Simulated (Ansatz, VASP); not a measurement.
# One calculation of Si, two programs

```xyz
2
Lattice="0.0000 2.7008 2.7008 2.7008 0.0000 2.7008 2.7008 2.7008 0.0000" Properties=species:S:1:pos:R:3 pbc="T T T"
Si    2.7008    2.7008    2.7008
Si    4.0512    4.0512    4.0512
```

Alike in both runs: functional LDA; k mesh 8 × 8 × 8; occupations gaussian, width 0.02 eV; no spin polarisation.

Ansatz relaxed the structure, and its values are those at the end. VASP's run is a single point on that final structure, the one shown.

```csv
,VASP,Ansatz
version,VASP 6.6.1,Ansatz 0.2.0
potentials or method,"VASP PAW LDA potentials, release 64 (Si)","scalar-relativistic, plane waves, PAW"
plane-wave cutoff (eV),520,600
valence electrons in the cell,8,8
```

Ansatz gave:

* gap on the k mesh at the Fermi level (eV): 0.49
* least direct gap on the mesh (eV): 2.53
* pressure (GPa): 0.0

Problem. What did VASP give for the same quantities?

Solution. gap on the k mesh at the Fermi level (eV): 0.49; least direct gap on the mesh (eV): 2.53; pressure (GPa): 0.1.

Ansatz warned: «pseudo_functional_mismatch».
